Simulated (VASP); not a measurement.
# BN (F-43m) in VASP: further runs

Runs on BN. Level: PBE. Tasks: single point.

Everything below comes from runs of VASP 6.6.1. Logs are shortened: lines on timing, memory, paths and dates and some standing lists are left out, and cuts for length are marked.

### Step 1. The crystal as given

Symmetry: F-43m, No. 216, cubic system. The conventional cell has a = 3.626 Å, b = 3.626 Å, c = 3.626 Å, α = 90.00°, β = 90.00°, γ = 90.00°. N (site symmetry -43m) has 4 B at 1.57 Å as nearest neighbours. Around B (site symmetry -43m) lie 4 N at 1.57 Å.

The cell is a database's computed one.

### Step 2. Single point, PBE

Contents of INCAR:

```
ALGO = Normal
EDIFF = 1E-6
ENCUT = 520
GGA = PE
ISIF = 2
ISMEAR = 0
LASPH = T
LCHARG = F
LREAL = F
LWAVE = F
NELM = 80
PREC = Accurate
SIGMA = 0.03
```

Contents of KPOINTS:

```
k-points
0
Gamma
  13 13 13
```

Contents of POSCAR:

```
BN
1.0
    0.0000000000      1.8130010000      1.8130010000
    1.8130010000      0.0000000000      1.8130010000
    1.8130010000      1.8130010000      0.0000000000
N B
1 1
Direct
    0.2500000000      0.2500000000      0.2500000000
    0.0000000000      0.0000000000      0.0000000000
```

Potentials or basis: VASP PAW PBE potentials, release 64 (N, B).

The run is started by

```bash
$ cat potpaw_PBE.64/N/POTCAR potpaw_PBE.64/B/POTCAR > POTCAR
$ mpirun -np 1 vasp_std > vasp.out
```

OUTCAR:

```text
EDIFF = 1E-6
   ENCUT = 520
   GGA = PE
   ISIF = 2
   ISMEAR = 0
   LASPH = T
   LREAL = F
   NELM = 80
   PREC = Accurate

 ion  position               nearest neighbor table
   1  0.250  0.250  0.250-   2 1.57   2 1.57   2 1.57   2 1.57
   2  0.000  0.000  0.000-   1 1.57   1 1.57   1 1.57   1 1.57

  LATTYP: Found a face centered cubic cell.
 ALAT       =     3.6260020000

  Lattice vectors:

 A1 = (   0.0000000000,   1.8130010000,   1.8130010000)
 A2 = (   1.8130010000,   0.0000000000,   1.8130010000)
 A3 = (   1.8130010000,   1.8130010000,   0.0000000000)

Analysis of symmetry for initial positions (statically):
=====================================================================
 Subroutine PRICEL returns:
 Original cell was already a primitive cell.

 Routine SETGRP: Setting up the symmetry group for a
 face centered cubic supercell.

 Subroutine GETGRP returns: Found 24 space group operations
 (whereof 24 operations were pure point group operations)
 out of a pool of 48 trial point group operations.

The static configuration has the point symmetry T_d .

Analysis of symmetry for dynamics (positions and initial velocities):
=====================================================================
 Subroutine PRICEL returns:
 Original cell was already a primitive cell.

 Routine SETGRP: Setting up the symmetry group for a
 face centered cubic supercell.

 Subroutine GETGRP returns: Found 24 space group operations
 (whereof 24 operations were pure point group operations)
 out of a pool of 48 trial point group operations.

The dynamic configuration has the point symmetry T_d .

 Subroutine INISYM returns: Found 24 space group operations
 (whereof 24 operations are pure point group operations),
 and found     1 'primitive' translations

----------------------------------------------------------------------------------------

                                     Primitive cell

  volume of cell :      11.9186

  direct lattice vectors                    reciprocal lattice vectors
     0.000000000  1.813001000  1.813001000    -0.275785838  0.275785838  0.275785838
     1.813001000  0.000000000  1.813001000     0.275785838 -0.275785838  0.275785838
     1.813001000  1.813001000  0.000000000     0.275785838  0.275785838 -0.275785838

  length of vectors
     2.563970603  2.563970603  2.563970603     0.477675083  0.477675083  0.477675083

  position of ions in fractional coordinates (direct lattice)
     0.250000000  0.250000000  0.250000000
     0.000000000  0.000000000  0.000000000

  ion indices of the primitive-cell ions
   primitive index   ion index
[... 80 lines left out ...]
   ISIF   =      2    stress and relaxation
   ISYM   =      2    0-nonsym 1-usesym 2-fastsym
   POTIM  = 0.5000    time-step for ionic-motion
   TEBEG  =    0.0;   TEEND  =   0.0 temperature during run
   PSTRESS=    0.0 pullay stress
   NELECT =       8.0000    total number of electrons
   NUPDOWN=      -1.0000    fix difference up-down
   EMIN   =  10.00;   EMAX   =-10.00  energy-range for DOS
   EFERMI =   0.00;   METHOD = LEGACY
   ISMEAR =     0;   SIGMA  =   0.03  broadening in eV -4-tet -1-fermi 0-gaus
   EFERMI_NEDOS =   21; number of points for ismear=-14 and -15
   IALGO  =     38    algorithm
   IMIX   =      4    mixing-type and parameters
     AMIX     =   0.40;   BMIX     =  1.00
     AMIX_MAG =   1.60;   BMIX_MAG =  1.00
  volume/ion in A,a.u.               =       5.96        40.22
  Fermi-wavevector in a.u.,A,eV,Ry     =   1.433387  2.708709 27.954506  2.054598
  Thomas-Fermi vector in A             =   2.552911
   LORBIT       =      0    0 simple, 1 ext, 2 COOP (PROOUT), +10 PAW based schemes
   GGA     = PE    functional components
   LHFCALC =     F    Hartree Fock is set to
   AEXX    =    0.0000 exact exchange contribution
   IVDW    =     0    specifies the selected vdW correction
   LEPSILON=     F    determine dielectric tensor
   LRPA    =     F    only Hartree local field effects (RPA)
 non-spin polarized calculation
 Gauss-broadening in eV      SIGMA  =   0.03
  energy-cutoff  :      520.00
  volume of cell :       11.92
 maximum number of plane-waves:       331
   NGX =  9   NGY =  9   NGZ =  9

 number of electron       7.9999999 magnetization

 Free energy of the ion-electron system (eV)
  ---------------------------------------------------
  ext. energy  EPLUGINS =         0.00000000
  ---------------------------------------------------
  free energy    TOTEN  =       -17.45100117 eV

  energy without entropy =      -17.45100117  energy(sigma->0) =      -17.45100117

 E-fermi :   7.4449     XC(G=0): -12.7771

 val. band max:        7.2910387941   @ k =   0.0000   0.0000   0.0000
 cond. band min:      11.8144197587   @ k =   0.4615   0.4615   0.0000
 fundamental gap:      4.5233809646
 Fermi energy:         7.4448675080

 k-point     1 :       0.0000    0.0000    0.0000
  band No.  band energies     occupation
      1     -12.8363      2.00000
      2       7.2910      2.00000
      3       7.2910      2.00000
      4       7.2910      2.00000
      5      16.0676      0.00000
      6      16.0676      0.00000
      7      16.0676      0.00000
      8      17.4925      0.00000
[... 243 lines left out ...]
 k-point    24 :       0.4615    0.1538    0.0000
  band No.  band energies     occupation
      1      -8.8968      2.00000
      2      -1.9087      2.00000
      3       4.0503      2.00000
      4       4.4881      2.00000
      5      16.1426      0.00000
      6      19.3091      0.00000
      7      19.7406      0.00000
      8      21.8685      0.00000

 [... further k-points ...]

------------------------ aborting loop because EDIFF is reached ----------------------------------------

  FORCE on cell =-STRESS in cart. coord.  units (eV):
  Direction    XX          YY          ZZ          XY          YZ          ZX
  --------------------------------------------------------------------------------------
  -------------------------------------------------------------------------------------
  Total       -0.0118296     -0.0118296     -0.0118296      0.0000000      0.0000000      0.0000000
  in kB       -1.5902234     -1.5902234     -1.5902234      0.0000000      0.0000000      0.0000000
  external PRESSURE =      -1.5902234 kB  Pullay stress =       0.0000000 kB

 VOLUME and BASIS-vectors are now :
 -----------------------------------------------------------------------------
  energy-cutoff  :      520.00
  volume of cell :       11.92
      direct lattice vectors                 reciprocal lattice vectors
     0.000000000  1.813001000  1.813001000    -0.275785838  0.275785838  0.275785838
     1.813001000  0.000000000  1.813001000     0.275785838 -0.275785838  0.275785838
     1.813001000  1.813001000  0.000000000     0.275785838  0.275785838 -0.275785838

 POSITION                                       TOTAL-FORCE (eV/Angst)
 -----------------------------------------------------------------------------------
      0.90650      0.90650      0.90650        -0.000000     -0.000000     -0.000000
      0.00000      0.00000      0.00000         0.000000      0.000000      0.000000
 -----------------------------------------------------------------------------------
    total drift:                                0.000000      0.000000      0.000000

  FREE ENERGIE OF THE ION-ELECTRON SYSTEM (eV)
  ---------------------------------------------------
  free  energy   TOTEN  =       -17.4510011678 eV

  energy  without entropy=      -17.4510011678  energy(sigma->0) =      -17.45100117
```

OSZICAR:

```text
N       E                     dE             d eps       ncg     rms          rms(c)
DAV:   1     0.853817221399E+01    0.85382E+01   -0.52624E+03  1384   0.990E+02
DAV:   2    -0.182155196362E+02   -0.26754E+02   -0.25831E+02  1872   0.172E+02
DAV:   3    -0.184018891201E+02   -0.18637E+00   -0.18637E+00  1520   0.180E+01
DAV:   4    -0.184020837038E+02   -0.19458E-03   -0.19458E-03  1968   0.494E-01
DAV:   5    -0.184020837451E+02   -0.41332E-07   -0.41332E-07  1432   0.555E-03    0.665E+00
DAV:   6    -0.175356893594E+02    0.86639E+00   -0.34448E+00  1720   0.136E+01    0.326E+00
DAV:   7    -0.174650633965E+02    0.70626E-01   -0.90581E-02  1760   0.296E+00    0.190E+00
DAV:   8    -0.174507101338E+02    0.14353E-01   -0.41155E-02  1592   0.185E+00    0.188E-01
DAV:   9    -0.174509196232E+02   -0.20949E-03   -0.56893E-04  1416   0.255E-01    0.755E-02
DAV:  10    -0.174509963784E+02   -0.76755E-04   -0.13953E-04  1928   0.120E-01    0.154E-02
DAV:  11    -0.174510011794E+02   -0.48011E-05   -0.79722E-06  1544   0.276E-02    0.689E-03
DAV:  12    -0.174510011678E+02    0.11601E-07   -0.13663E-06   704   0.981E-03
   1 F= -.17451001E+02 E0= -.17451001E+02  d E =-.881214E-16
```

Wall time 5.7 s (1 thread of AMD EPYC 9R45 (Zen 5), shared host); peak memory 0.08 GiB.

What came out:

```
Free energy            : -17.4510 eV
Pressure               : -0.2 GPa
Band gap on the k mesh : 4.52 eV, indirect (least direct gap 8.78 eV)
```

Caveat: an odd mesh through Γ misses points on the zone boundary, where band edges often lie.

### Step 3. Single point, PBE

Contents of INCAR:

```
ALGO     = Normal         # electronic algorithm
EDIFF    = 1E-6           # SCF threshold, eV
ENCUT    = 520            # plane-wave cutoff, eV
GGA      = PE             # functional
ISIF     = 2              # what is computed and relaxed
ISMEAR   = 0              # smearing method
LASPH    = True           # aspherical terms in the spheres
LCHARG   = False          # write CHGCAR
LREAL    = False          # projectors in reciprocal space
LWAVE    = False          # write WAVECAR
NELM     = 80             # most SCF steps
PREC     = Accurate       # precision mode
SIGMA    = 0.026000000000000002 # smearing width, eV
```

KPOINTS is that of step 2.

POSCAR is that of step 2.

Potentials or basis: VASP PAW PBE potentials, release 64 (N, B).

The run is started by

```bash
$ cat potpaw_PBE.64/N/POTCAR potpaw_PBE.64/B/POTCAR > POTCAR
$ mpirun -np 1 vasp_std > vasp.out
```

Wall time 7 s (1 thread of AMD EPYC 7R13 (Zen 3), shared host); peak memory 0.09 GiB.

The run converged. Its results:

```
Free energy            : -17.4510 eV
Pressure               : -0.2 GPa
Band gap on the k mesh : 4.52 eV, indirect (least direct gap 8.78 eV)
```

Levels at points of the mesh, in eV from the valence-band top:
| k point | band 1 | band 2 | band 3 | band 4 | band 5 | band 6 | band 7 | band 8 |
| --- | --- | --- | --- | --- | --- | --- | --- | --- |
| (0.00, 0.00, 0.00) | -20.13 | 0.00 | 0.00 | 0.00 | 8.78 | 8.78 | 8.78 | 10.20 |

Caveat: an odd mesh through Γ misses points on the zone boundary, where band edges often lie.

### Step 4. The reference run

An earlier run on the cell as given: functional PBEsol; potentials or basis VASP PAW PBE potentials, release 64 (N, B); cutoff 520 eV; k mesh 13 × 13 × 13; occupations fermi-dirac, width 0.05 eV; no spin polarisation.

- Pressure: -5.7 GPa
- Band gap on the k mesh: 4.34 eV, indirect (least direct gap 8.72 eV)

### Step 5. Overview

```csv
level,smearing,ladder,gap on the mesh (eV),pressure (GPa)
PBE,gaussian 0.03 eV,-,4.52,-0.2
PBE,gaussian 0.026 eV,-,4.52,-0.2
PBEsol,fermi-dirac 0.05 eV,free,4.34,-5.7
```

Alike in all rows: task single point; potentials or basis VASP PAW PBE potentials, release 64 (N, B); no spin polarisation; cell as given; k mesh 13 × 13 × 13; cutoff (eV) 520.

On the cell as given the gap runs from 4.34 eV (PBEsol) to 4.52 eV (PBE). The pressure there spans -5.7 GPa (PBEsol) to -0.2 GPa (PBE); a positive pressure means that this level wants a larger cell, a negative one a smaller.

Caveats: an odd mesh through Γ misses points on the zone boundary, where band edges often lie; the PAW data sets were made with another functional, which shifts forces and pressure a little (some runs).

Absolute energies hang on the potentials; compare differences alone.

### Step 6. Comparison with measurements

Step 2. The gap isn't set beside the measured one, since this odd mesh misses points on the zone boundary.

Step 3. The gap isn't set beside the measured one, since this odd mesh misses points on the zone boundary.
